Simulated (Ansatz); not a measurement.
H interstitial in WSe$_{2}$

Method: Ansatz, DFT PBE+D3(BJ), scalar-relativistic, plane waves, PAW. Run with 420 eV cutoff, 3×3×2 k-mesh, shifted by half a step, Gaussian smearing of 0.01 eV, collinear spin in charge 0 alone.

Host crystal, relaxed:

```
CELL_PARAMETERS angstrom
3.27904 0.00000 0.00000
-1.63952 2.83973 0.00000
0.00000 0.00000 12.79283
ATOMIC_POSITIONS crystal
W 0.66667 0.33333 0.25002
W 0.33333 0.66667 0.74998
Se 0.33333 0.66667 0.38168
Se 0.66667 0.33333 0.88164
Se 0.33333 0.66667 0.11836
Se 0.66667 0.33333 0.61832
```

Supercell of 24 atoms, rows in host cell vectors: 0 -2 0; 2 2 0; 0 0 1. Atoms relax at the host's cell from a start displaced at random by 0.06 Å near the defect, so other minima may exist. The cell is small, so energies carry finite-size errors of tenths of an eV. The host's Kohn–Sham gap is 0.87 eV. Atoms are taken from and returned to the elements' standard states. Charged cells are corrected for image charges with the computed static dielectric tensor (mean 13.2) and aligned with the host's potential at far atoms (alignment terms reach 0.18 eV; the program doubts the alignment in some charges, where it is up to 0.18 eV). No band-filling term is added, and the Fermi level counts from the host's valence band top.

Spin-orbit coupling is left out, which matters for the bands and energies of heavy elements.

Defect: H interstitial set at (0.000, 0.000, 0.000) of the host cell. In charges +1, 0 some atom moved by up to 1.6 Å, so the relaxed defect can differ in kind from the start. Before relaxation its nearest neighbours are 6 Se at 2.42 Å.

```json
{"charge": "+1", "E_f at the valence band top (eV)": "1.18", "over the neutral state (eV)": "-0.62", "moment (μB)": "0.00", "largest move (Å)": "1.61", "atoms near the site": "1 Se at 1.74 Å, 1 Se at 1.76 Å, 2 Se at 2.96 Å, 2 Se at 2.97 Å"}
{"charge": "0", "E_f at the valence band top (eV)": "1.80", "over the neutral state (eV)": "0.00", "moment (μB)": "0.11", "largest move (Å)": "0.69", "atoms near the site": "1 Se at 1.64 Å, 2 Se at 2.54 Å, 2 Se at 2.55 Å"}
{"charge": "-1", "E_f at the valence band top (eV)": "2.29", "over the neutral state (eV)": "0.49", "moment (μB)": "0.00", "largest move (Å)": "0.04", "atoms near the site": "3 Se at 2.41 Å, 3 Se at 2.42 Å"}
```

Among the charges computed the stable one is +1 at the valence band top, changing to -1 at 0.55 eV. In charge 0 the cell has partly filled bands: a level of the defect may be part filled, the carrier may sit in the host's bands, or levels may cross between the k points, so transitions that involve it are doubtful. Other sites of the defect weren't tried. Fractional moments come from partly filled bands of the small cell.